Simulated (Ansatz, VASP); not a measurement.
**B: VASP beside Ansatz**

Contents of INCAR:

```
SYSTEM = B
  PREC = Accurate
  ENCUT = 520
  EDIFF = 1E-6
  ISMEAR = -1
  SIGMA = 0.05
  LREAL = .FALSE.
  LASPH = .TRUE.
  NELM = 100
  ALGO = Normal
  ISIF = 2
  LWAVE = .FALSE.
  LCHARG = .TRUE.
  LELF = .TRUE.
  LVHAR = .TRUE.
  NBANDS = 10
```

The input KPOINTS:

```
Automatic mesh
0
G
  13 13 13
  0 0 0
```

POSCAR

```
B
1.0
    0.0000000000      2.0103628793      2.0103628793
    2.0103628793      0.0000000000      2.0103628793
    2.0103628793      2.0103628793      0.0000000000
B
2
Direct
   -0.1700000000     -0.1100000000     -0.1100000000
    0.1700000000      0.1100000000      0.1100000000
```

Input for Ansatz:

```yaml
crystal:
  lattice:
    - [0.0, 2.0103628793, 2.0103628793]
    - [2.0103628793, 0.0, 2.0103628793]
    - [2.0103628793, 2.0103628793, 0.0]
  atoms:
    - { symbol: B, position: [-0.17, -0.11, -0.11] }
    - { symbol: B, position: [0.17, 0.11, 0.11] }
kpoints:
  mp_grid: { grid: [13, 13, 13] }
scf:
  occupations: { method: fermi_dirac, width: 0.05 }
hamiltonian:
  xc: lda
  pseudopotentials: { kind: all_electron, lapw: { basis_error: 0.001 } }
output:
  forces: true
  stress: true
  eigenvalues: true
  populations: true
```

Change from the starting cell: shortest bond scaled by 0.88, LAPW.

Alike in both runs: task single point; functional LDA; k mesh 13 × 13 × 13; occupations fermi-dirac, width 0.05 eV; no spin polarisation.

|  | VASP | Ansatz |
| --- | --- | --- |
| version | VASP 6.6.1 | Ansatz 0.2.0 |
| potentials or method | VASP PAW LDA potentials, release 64 (B) | all-electron LAPW, scalar-relativistic |
| plane-wave cutoff (eV) | 520 | see its input |

```csv
,VASP,Ansatz,Ansatz less VASP
pressure (GPa),5.4,5.2,-0.24
largest component of the traceless stress (GPa),20.48,20.45,-0.028
rms of the force components (eV/Å),1.828,1.828,+0.0007
```

Atom by atom the forces differ by 0.001 eV/Å (rms over components). Ansatz ran all-electron here, so the differences hold the error of VASP's frozen core and of both bases.

Caveats: forces of over 1 eV/Å show positions far from the minimum, so gaps and moduli don't describe the material at rest.
